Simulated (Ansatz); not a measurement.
# W2NS2 MXene monolayer in a perpendicular field, part 3 of 3

Wanted: the out-of-plane response of the W2NS2 MXene monolayer. A positive field points along +c.

Ansatz 0.2.0; plane-wave DFT, PBEsol-D3(BJ), Ansatz PAW.

So far. Step 7 (Atoms held, field 0.25 V/Å): The dipole is 0.0862 e·Å. Step 8 (Single point, field -0.25 V/Å): The dipole is -0.0862 e·Å.

### 9. Response, atoms held

This step: plane-wave DFT, PBEsol-D3(BJ), Ansatz PAW; response to a field along the normal, atoms held (Ansatz 0.2.0).

The dipoles give the slope, and the difference of two potentials shows where the field is screened.

Numbers from this step:

```
equivalent conductor thickness p/(ε₀AE) : 8.274 Å
distance between the outer atoms        : 6.141 Å
```

Table of dipole of the cell by applied field:

```
applied field (V/Å)  dipole of the cell (e·Å)
             -0.250                   -0.0862
             -0.030                   -0.0103
              0.000                   -3.4e-7
              0.030                    0.0103
              0.150                    0.0517
              0.250                    0.0862
```

Local field over the applied field, running mean. From the potentials at -0.03 and 0.03 V/Å; running mean over 2.5 Å. Local field over applied field against z:

```
z (Å)  local field over applied field
 4.02                           1.000
 4.47                           0.999
 4.92                           0.997
 5.36                           0.992
 5.81                           0.979
 6.26                           0.947
 6.71                           0.878
 7.00                           0.805
 7.45                           0.663
 7.90                           0.505
 8.35                           0.342
 8.79                           0.200
 9.24                           0.105
 9.69                          0.0513
10.13                          0.0240
10.58                          0.0157
11.03                          0.0171
11.47                          0.0101
11.92                        -0.00198
12.22                        -0.00198
12.67                          0.0101
13.11                          0.0171
13.56                          0.0157
14.01                          0.0240
14.45                          0.0513
14.90                           0.105
15.35                           0.200
15.80                           0.342
16.24                           0.505
16.69                           0.663
17.14                           0.805
17.44                           0.878
17.88                           0.947
18.33                           0.979
18.78                           0.992
19.22                           0.997
19.67                           0.999
20.12                           1.000
```

Electrons, planar mean, per unit field. Induced electron density against z:

z (Å), induced electron density (e/Å³ per V/Å) and a bar from the least value:
```
     4.02    0.00000 ###############
     4.47    0.00000 ###############
     4.92    0.00001 ###############
     5.36    0.00004 ###############
     5.81    0.00009 ###############
     6.26    0.00025 ################
     6.71    0.00062 ##################
     7.00    0.00112 ####################
     7.45    0.00237 #########################
     7.90    0.00361 ##############################
     8.35    0.00266 ##########################
     8.79    0.00096 ###################
     9.24    0.00113 ####################
     9.69   -0.00058 #############
    10.13   -0.00068 ############
    10.58    0.00108 ####################
    11.03    0.00003 ###############
    11.47   -0.00018 ##############
    11.92    0.00009 ###############
    12.22   -0.00009 ###############
    12.67    0.00018 ################
    13.11   -0.00003 ###############
    13.56   -0.00108 ##########
    14.01    0.00068 ##################
    14.45    0.00059 #################
    14.90   -0.00113 ##########
    15.35   -0.00096 ###########
    15.80   -0.00266 ####
    16.24   -0.00361 
    16.69   -0.00237 #####
    17.14   -0.00112 ##########
    17.44   -0.00062 ############
    17.88   -0.00025 ##############
    18.33   -0.00009 ###############
    18.78   -0.00004 ###############
    19.22   -0.00001 ###############
    19.67    0.00000 ###############
    20.12    0.00000 ###############
```

By hand: between -0.03 and 0.03 V/Å the dipole changes by 0.02069 e·Å, a slope of 0.3448 e·Å²/V. A perfect conductor of thickness t has p = ε₀AEt, so t = 180.95 × 0.3448 / 7.541 = 8.27 Å (e/ε₀ = 180.95 V·Å, A in Å²).

The induced dipole is that of a conductor 8.27 Å thick.

### 10. Varying the input

This step: plane-wave DFT, PBEsol-D3(BJ), Ansatz PAW (Ansatz 0.2.0).

A run with a changed input: it repeats the earlier run at 0.03 V/Å with efield.amplitude from 0.03 to 0.02 and efield.dipole_correction from true to false.

Input file input.yaml:

```yaml
crystal:
  lattice:
    - [2.9508910929, 0.0, 0.0]
    - [-1.4754455465, 2.5555466503, 0.0]
    - [0.0, 0.0, 24.1411977526]
  atoms:
    - { symbol: S, position: [0.3333333333, 0.6666666667, 0.3728066889] }
    - { symbol: W, position: [0.6666666667, 0.3333333333, 0.4417295694] }
    - { symbol: "N", position: [0.0, 0.0, 0.5] }
    - { symbol: W, position: [0.3333333333, 0.6666666667, 0.5582704306] }
    - { symbol: S, position: [0.6666666667, 0.3333333333, 0.6271933111] }
kpoints:
  mp_grid: { grid: [18, 18, 1] }
  band_path:
    path: [[0, 0, 0], [0.5, 0, 0], [0.33333333, 0.33333333, 0], [0, 0, 0]]
    npoints: 16
hamiltonian:
  xc: pbesol
  dispersion: d3bj
scf:
  occupations: { method: fermi_dirac, width: 0.05 }
  convergence: { dr2_threshold: 1.0e-10 }
efield:
  axis: 3
  dipole_correction: false
  ramp_position: 0.97
  ramp_width: 0.06
  amplitude: 0.02
output:
  write_potential: true
  write_density: true
  volumetric_format: npy
```

Started as:

```
$ ansatz run input.yaml --threads 4 --pin off --max-ram 6144MiB --backend cpu --events-out ev --progress --plain --runs-dir out
```

Numbers of over 12 decimals in the logs are rounded to 6 here.

The log of the run:

```text
[...]
Crystal: 5 atoms, lattice volume = 182.052 Å³
Basis set: ecut = 420 eV, 3489 PW (Γ)
Bands: 28, of which v1, the nominal top of the filled ones, is band 23 counted from 1 (22 counted from 0)
Symmetry: 6 space group operations
k-points: 37 of 324 (time reversal used)
[...]
SCF iter   1: F=—  HF=-22664.732784 eV  |F-HF|=—  |Δ(HF+E_count)|=         —  Δρ=7.08e-3  dr2=1.82e-1  ethr=1.77e-3  p=0.000 e·Å  V_vac-E_F(+/−)=5.27/4.83 eV  ⟨swp⟩=9.9  Hψ=6455  notcnv=0
[...]
SCF iter   9: F=-22664.711188 eV  HF=-22664.711188 eV  |F-HF|=4.00e-11  |Δ(HF+E_count)|=  3.93e-10  Δρ=2.15e-7  dr2=7.04e-11  ethr=1.00e-12  p=0.010 e·Å  V_vac-E_F(+/−)=5.20/4.78 eV  ⟨swp⟩=7.0  Hψ=3738  notcnv=0
SCF 1 converged in 9 iterations: F = -22664.711188 eV  dr2 = 7.04e-11
[...]
SCF converged after 9 iterations
Free energy (F): -22664.711188 eV
[...]
Internal energy: -22664.691351 eV  (E = F + TS)
E sigma→0 (E₀):  -22664.701270 eV
Entropy (-TS):   -0.019837 eV (-3.967 meV/atom)
Fermi energy:    2.924694 eV
Dipole field:    D = 0.010427 V/Å  (p = 0.010491 e·Å, saw-weighted)
Work function:   not extracted (applied field tilts the vacuum); planar V_es + V_field profile in the machine report
[...]
--- Band table (eV; the first three rows and the last of 37) ---
  k-point 0: bands = [... 19 lower, 2.2931, 2.3132, 2.3132, 2.3660, 2.3660, 3.1890, 3.1890, 5.7932, ... 1 higher]
  k-point 1: bands = [... 19 lower, 1.6397, 1.7762, 2.3999, 2.8211, 2.9513, 3.0205, 3.1229, 5.6358, ... 1 higher]
  k-point 2: bands = [... 19 lower, 0.9100, 1.3276, 2.3113, 2.6713, 2.9809, 3.3688, 3.5560, 5.3690, ... 1 higher]
  k-point 36: bands = [... 19 lower, -1.3219, 2.6759, 3.2333, 3.2351, 3.7406, 4.7788, 4.7801, 5.7137, ... 1 higher]
```

Wall time 6.2 s (4 threads of Intel Xeon Platinum 8488C (Sapphire Rapids), shared host); peak memory 0.61 GiB; 24 s of CPU time.

```
                     quantity  this run  earlier run  difference
dipole along the normal (e·Å)   0.01049      0.01034      1.5e-4
```

The applied field differs, and the slope found earlier predicts a dipole of 0.00690 e·Å; this run gives 0.0105 e·Å, 0.0036 e·Å more.

With the dipole correction off, the periodic images add a field of their own to the typed one.

These numbers are not those of the isolated slab.

### 11. Varying the input: basis.ecutrho_ratio = 8

Another changed input: it repeats the earlier run at 0.03 V/Å with basis.ecutrho_ratio to 8.

input.yaml: that of step 10 with these lines changed.

```diff
@@ -24,6 +24,6 @@
   axis: 3
-  dipole_correction: false
+  dipole_correction: true
   ramp_position: 0.97
   ramp_width: 0.06
-  amplitude: 0.02
+  amplitude: 0.03
 output:
@@ -32 +32,3 @@
   volumetric_format: npy
+basis:
+  ecutrho_ratio: 8
```

The log of the run:

```text
[...]
Crystal: 5 atoms, lattice volume = 182.052 Å³
Basis set: ecut = 420 eV, 3489 PW (Γ)
Bands: 28, of which v1, the nominal top of the filled ones, is band 23 counted from 1 (22 counted from 0)
Symmetry: 6 space group operations
k-points: 37 of 324 (time reversal used)
[...]
SCF iter   1: F=—  HF=-22666.488042 eV  |F-HF|=—  |Δ(HF+E_count)|=         —  Δρ=5.40e-2  dr2=6.99e0  ethr=3.10e-3  p=0.011 e·Å  D=1.05e-2 V/Å  ΔV_dip=-0.25 eV  dr2_dipole=6.24e-6  V_vac-E_F(+/−)=6.78/6.37 eV  ⟨swp⟩=10.1  Hψ=6499  notcnv=0
[...]
SCF iter  10: F=-22664.711161 eV  HF=-22664.711161 eV  |F-HF|=1.09e-11  |Δ(HF+E_count)|=   1.27e-9  Δρ=1.36e-7  dr2=8.70e-11  ethr=1.00e-12  p=0.010 e·Å  D=1.03e-2 V/Å  ΔV_dip=-0.25 eV  dr2_dipole=2.33e-11  V_vac-E_F(+/−)=5.20/4.79 eV  ⟨swp⟩=8.1  Hψ=4022  notcnv=0
SCF 1 converged in 10 iterations: F = -22664.711161 eV  dr2 = 8.70e-11
[...]
SCF converged after 10 iterations
Free energy (F): -22664.711161 eV
[...]
Internal energy: -22664.691324 eV  (E = F + TS)
E sigma→0 (E₀):  -22664.701242 eV
Entropy (-TS):   -0.019837 eV (-3.967 meV/atom)
Fermi energy:    2.924652 eV
Dipole field:    D = 0.010289 V/Å  (p = 0.010352 e·Å, saw-weighted, corrected)
Work function:   not extracted (applied field tilts the vacuum); planar V_es + V_field profile in the machine report
[...]
--- Band table (eV; the first three rows and the last of 37) ---
  k-point 0: bands = [... 19 lower, 2.2930, 2.3132, 2.3132, 2.3660, 2.3660, 3.1889, 3.1889, 5.7932, ... 1 higher]
  k-point 1: bands = [... 19 lower, 1.6396, 1.7762, 2.3999, 2.8211, 2.9512, 3.0204, 3.1228, 5.6358, ... 1 higher]
  k-point 2: bands = [... 19 lower, 0.9099, 1.3275, 2.3112, 2.6713, 2.9809, 3.3687, 3.5559, 5.3689, ... 1 higher]
  k-point 36: bands = [... 19 lower, -1.3219, 2.6759, 3.2332, 3.2350, 3.7406, 4.7787, 4.7800, 5.7136, ... 1 higher]
```

The job ended after 6.3 s (4 threads; peak memory 0.7 GiB; 23 s of CPU time).

Numbers from this step:

| Quantity | Value |
| --- | --- |
| energy at zero smearing | -22664.7012 eV |
| dipole along the normal | 0.01035 e·Å |

Electronic bands along the path, in eV, zero at the Fermi level:

```
  point  band 19  band 20  band 21  band 22  band 23  band 24  band 25  band 26
      Γ    -2.44    -0.63    -0.61    -0.61    -0.56    -0.56     0.26     0.26
halfway    -2.55    -2.47    -1.90    -1.33    -0.10     0.36     1.03     1.80
      M    -3.26    -2.91    -2.04    -1.82     2.29     2.86     3.03     3.08
halfway    -3.86    -3.59    -1.70    -0.63     1.34     1.80     2.35     2.50
      K    -4.25    -4.25    -0.25     0.31     0.31     0.82     1.85     1.86
halfway    -3.02    -2.98    -1.37    -1.29    -0.23     0.47     1.66     2.17
      Γ    -2.44    -0.63    -0.61    -0.61    -0.56    -0.56     0.26     0.26
```

```
                     quantity  this run  earlier run  difference
dipole along the normal (e·Å)   0.01035      0.01034      7.8e-6
```

The dipole moves by under 0.5 % or 5e-5 e·Å.

Of the bands kept, 3 cross the Fermi level on this path.

### 12. Summary of results

| Quantity | Value |
| --- | --- |
| gap without field | none |
| work function, upper face | 5.00 eV |
| equivalent conductor thickness, atoms held | 8.27 Å |

**Reading.** The induced dipole equals that of a perfect conductor 8.27 Å thick, while the outer atoms lie 6.14 Å apart. There is no gap over 0.03 eV, with or without the field. The first relaxation ran with spin and lost its moment, and the later runs have none; other magnetic states were not tried. Spin-orbit coupling is left out, which matters for the bands of elements this heavy. The MXene's terminations sit over the metal atoms of its far layer; the site over carbon or nitrogen, which some compounds prefer, was not run. With this functional, D3(BJ) tends to leave the relaxed cell short of measured lattice constants, by some per cent.

[Logs are printed without paths, hosts, clocks, repeated set-up lines and the standing remarks that a program may print on its own settings, such as how far it seeks lower states.]

[Hosts, paths, dates, database ids (printed as entryN), source tags and the programs' standing remarks are cut or masked in the printed files.]

[Maps of the electrostatic potential energy from Ansatz leave out the sawtooth potential of an applied field or a dipole correction, so their vacuum need not be flat; planar profiles and work functions include it.]
